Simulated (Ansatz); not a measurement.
CdS built on the NiAs prototype at its r2SCAN geometry, run in Ansatz 0.2.0 at 4 levels of theory. All values are calculated for a non-magnetic cell, which may be hypothetical.

The PBE+SOC input:
```yaml
crystal:
  lattice:
    - [3.8410415901, 0.0, 0.0]
    - [-1.9205207951, 3.326439594, 0.0]
    - [0.0, 0.0, 6.4452706107]
  atoms:
    - { symbol: Cd, position: [0.0, 0.0, 0.0] }
    - { symbol: Cd, position: [0.0, 0.0, 0.5] }
    - { symbol: S, position: [0.3333333333, 0.6666666667, 0.25] }
    - { symbol: S, position: [0.6666666667, 0.3333333333, 0.75] }
kpoints:
  mp_grid: { grid: [12, 12, 4] }
  band_path:
    path:
      - [0.0, 0.0, 0.0]
      - [0.5, 0.0, 0.0]
      - [0.3333333333, 0.3333333333, 0.0]
      - [0.0, 0.0, 0.5]
      - [0.5, 0.0, 0.5]
      - [0.3333333333, 0.3333333333, 0.5]
    npoints: 1
hamiltonian:
  xc: pbe
scf:
  occupations: { method: fermi_dirac, width: 0.02 }
  n_extra_bands: 10
magnetization:
  noncollinear: true
  spin_orbit: true
output:
  forces: true
  stress: true
  eigenvalues: true
```

Main results, then, where recorded, the levels near the gap in eV from the Fermi energy (columns number the bands from 0), one row a point of the path (Γ, M, K, A, L, H):
```
Crystal: 4 atoms, lattice volume = 82.351 Å³
Symmetry: 24 space group operations + 24 with time reversal
Magnetic group: BNS 194.264 (UNI 1494)
```
```
Basis set: ecut = 420 eV, 1629 PW (Γ)
k-points: 57 of 576
SCF converged after 8 iterations
Free energy (F): -18320.324970 eV
Fermi energy:    9.996741 eV
--- Stress (GPa, compression-positive) ---
        1.763983       0.000000       0.000000
        0.000000       1.763983       0.000000
        0.000000       0.000000       1.608367
  P = ⅓ Tr σ = 1.7121 GPa (17.121 kbar)
```
```tsv
band_44	band_45	band_46	band_47	band_48	band_49	band_50	band_51	band_52	band_53	band_54	band_55	band_56	band_57
-1.150	-1.150	-1.088	-1.088	-0.355	-0.355	-0.335	-0.335	0.295	0.295	3.068	3.068	6.226	6.226
-3.456	-3.456	-2.435	-2.435	-1.840	-1.840	-0.392	-0.392	2.197	2.197	3.416	3.416	3.423	3.423
-2.620	-2.620	-2.576	-2.576	-2.321	-2.321	-2.292	-2.292	0.650	0.650	5.009	5.009	6.393	6.393
-0.742	-0.742	-0.742	-0.742	-0.684	-0.684	-0.684	-0.684	2.716	2.716	2.716	2.716	6.381	6.381
-1.700	-1.700	-1.700	-1.700	-1.523	-1.523	-1.523	-1.523	1.746	1.746	1.746	1.746	5.519	5.519
-3.715	-3.715	-3.684	-3.684	-0.706	-0.706	-0.703	-0.703	3.225	3.225	3.245	3.245	3.927	3.927
```

The PBE+SOC gap is direct at Γ: 0.63 eV.

HSE06. Against the first input these blocks differ (the band path and keys that only write files left aside):
```yaml
kpoints:
  mp_grid: { grid: [6, 6, 4] }
hamiltonian:
  xc: hse06
scf:
  occupations: { method: fixed }
  n_extra_bands: 5
```
(magnetization left out)

```
Basis set: ecut = 420 eV, 1629 PW (Γ)
k-points: 21 of 144
Exchange kernel: α = 0.2500, screened, ω = 0.2079 Å⁻¹, Wigner–Seitz truncation, v(0) = 1046.6439 eV·Å³, q-mesh 6×6×4
hybrid outer 1: dexx = +2.034e-2 eV, tail = 7.00e-5 eV
hybrid outer 2: dexx = +4.712e-7 eV, tail = 5.58e-8 eV, Δε = 3.69e-3 eV
hybrid SCF converged: 2 outer / 10 inner (+3 warm-up)
Free energy (F): -18323.676675 eV
Fermi energy:    9.036289 eV
--- Stress (GPa, compression-positive) ---
       -0.010085       0.000000       0.000000
        0.000000      -0.010085       0.000000
        0.000000       0.000000      -0.037800
  P = ⅓ Tr σ = -0.0193 GPa (-0.193 kbar)
```
```tsv
band_22	band_23	band_24	band_25	band_26	band_27	band_28
-0.798	-0.798	0.000	0.000	1.643	4.362	7.859
-3.319	-2.233	-1.460	-0.054	3.551	4.736	4.822
-2.463	-2.463	-2.093	-2.093	2.037	6.690	8.020
-0.374	-0.374	-0.374	-0.374	4.102	4.102	7.931
-1.426	-1.426	-1.264	-1.264	3.088	3.088	6.872
-3.648	-3.648	-0.386	-0.386	4.766	4.766	5.367
```

HSE06 gives a direct gap of 1.64 eV at Γ. The mean stress, 0.0 GPa, is small, and the program warns that its thresholds are loose for a hybrid's stress.

Task: In the first input these blocks are replaced (the band path and keys that only write files left aside):
```yaml
crystal:
  # lattice and atoms as above
  host: atoms
kpoints:
  mp_grid: { grid: [6, 6, 4] }
hamiltonian:
  xc:
    exchange: pbe
    correlation: pbe
    exx: { coeff: inverse_dielectric }
scf:
  occupations: { method: fixed }
  n_extra_bands: 5
```
(magnetization left out)
What comes out?

Result:
```
ε∞ on k-mesh 6×6×4 of a primitive cell: xx 9.3102, yy 9.3102, zz 9.9257; 3/Tr ε∞, of that cell with its empty space = 0.10509341846565497
Basis set: ecut = 420 eV, 1629 PW (Γ)
k-points: 21 of 144
hybrid outer 1: dexx = +2.502e-3 eV, tail = 5.72e-6 eV
hybrid outer 2: dexx = +3.623e-8 eV, tail = 1.45e-8 eV, Δε = 8.48e-4 eV
hybrid SCF converged: 2 outer / 8 inner (+3 warm-up)
Free energy (F): -18318.182460 eV
Fermi energy:    9.250550 eV
--- Stress (GPa, compression-positive) ---
        0.965228       0.000000       0.000000
        0.000000       0.965228       0.000000
        0.000000       0.000000       0.819474
  P = ⅓ Tr σ = 0.9166 GPa (9.166 kbar)
```
```tsv
band_22	band_23	band_24	band_25	band_26	band_27	band_28
-0.792	-0.792	0.000	0.000	1.300	4.090	7.479
-3.220	-2.165	-1.491	-0.047	3.244	4.455	4.499
-2.367	-2.367	-2.031	-2.031	1.692	6.219	7.643
-0.372	-0.372	-0.372	-0.372	3.774	3.774	7.543
-1.385	-1.385	-1.226	-1.226	2.780	2.780	6.584
-3.507	-3.507	-0.370	-0.370	4.372	4.372	5.075
```
DDH-PBE0 gives a direct gap of 1.30 eV at Γ. At this geometry DDH-PBE0 finds +0.9 GPa, compression counted positive: its own equilibrium volume is larger. (The program warns that its thresholds are loose for a hybrid's stress.)

PBE0. Against the first input these blocks differ (the band path and keys that only write files left aside):
```yaml
kpoints:
  mp_grid: { grid: [6, 6, 4] }
hamiltonian:
  xc: pbe0
scf:
  occupations: { method: fixed }
  n_extra_bands: 5
```
(magnetization left out)

```
Basis set: ecut = 420 eV, 1629 PW (Γ)
k-points: 21 of 144
hybrid outer 1: dexx = +3.104e-2 eV, tail = 8.65e-5 eV
hybrid outer 2: dexx = +1.450e-6 eV, tail = 7.90e-8 eV, Δε = 4.33e-3 eV
hybrid SCF converged: 2 outer / 10 inner (+3 warm-up)
Free energy (F): -18322.758418 eV
Fermi energy:    8.676310 eV
--- Stress (GPa, compression-positive) ---
       -0.149195       0.000000       0.000000
        0.000000      -0.149195       0.000000
        0.000000       0.000000      -0.203851
  P = ⅓ Tr σ = -0.1674 GPa (-1.674 kbar)
```
```tsv
band_22	band_23	band_24	band_25	band_26	band_27	band_28
-0.803	-0.803	0.000	0.000	2.279	5.039	8.582
-3.366	-2.265	-1.479	-0.049	4.262	5.424	5.535
-2.512	-2.512	-2.122	-2.122	2.718	7.438	8.752
-0.379	-0.379	-0.379	-0.379	4.791	4.791	8.663
-1.437	-1.437	-1.282	-1.282	3.774	3.774	7.584
-3.706	-3.706	-0.387	-0.387	5.498	5.498	6.062
```

With PBE0 the gap is 2.28 eV and direct, at Γ. The mean stress, -0.2 GPa, is small, and the program warns that its thresholds are loose for a hybrid's stress.

The hybrids run on coarser meshes, which limits their stresses and small splittings of levels.

Totals of different functionals, or with and without spin-orbit coupling, can't be compared.

Only the levels marked +SOC include spin-orbit coupling.
